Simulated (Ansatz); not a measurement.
# Two Ansatz runs on CuO

The structure comes from a relaxation in the same program, started in the rocksalt type. Whether it is a known phase or the ground state wasn't checked. The listed cell was then made from it by scaling, straining or moving an atom.

First run: DFT, PBE, all-electron LAPW, scalar-relativistic (Ansatz 0.2.0).

Command: `ansatz run input.yaml --threads 1 --pin off --max-ram 2048MiB --backend cpu --events-out ev --progress --plain --runs-dir out` The run took 9.7 s on 1 thread of AMD EPYC 9R45 96-Core Processor (Zen 5), with other jobs on the host, peak memory 0.55 GiB.

```yaml
crystal:
  lattice:
    - [0.0, 2.1046977354, 2.1046977354]
    - [2.1046977354, 0.0, 2.1046977354]
    - [2.1046977354, 2.1046977354, 0.0]
  atoms:
    - { symbol: Cu, position: [0.0, 0.0, 0.0] }
    - { symbol: O, position: [0.5, 0.5, 0.5] }
kpoints:
  mp_grid: { grid: [16, 16, 16] }
scf:
  occupations: { method: fermi_dirac, width: 0.08 }
hamiltonian:
  xc: pbe
  pseudopotentials: { kind: all_electron, lapw: { basis_error: 0.0005 } }
output:
  forces: true
  stress: true
  eigenvalues: true
```

Result: converged; pressure 4.68 GPa; 8 SCF iterations.

Without spin polarisation or U, such a compound can come out metallic where the real one is a magnetic insulator.

The input is then changed:

```diff
@@ -10,5 +10,6 @@
   mp_grid: { grid: [16, 16, 16] }
 scf:
-  occupations: { method: fermi_dirac, width: 0.08 }
+  occupations: { method: cold, width: 0.05 }
+  convergence: { dr2_threshold: 1.0e-11 }
 hamiltonian:
   xc: pbe
```

(1) Predict the outcome of the changed run.

Results:

(1) It converged; energy at zero smearing -0.6 meV/atom from the first run; pressure 4.54 GPa; 10 SCF iterations.
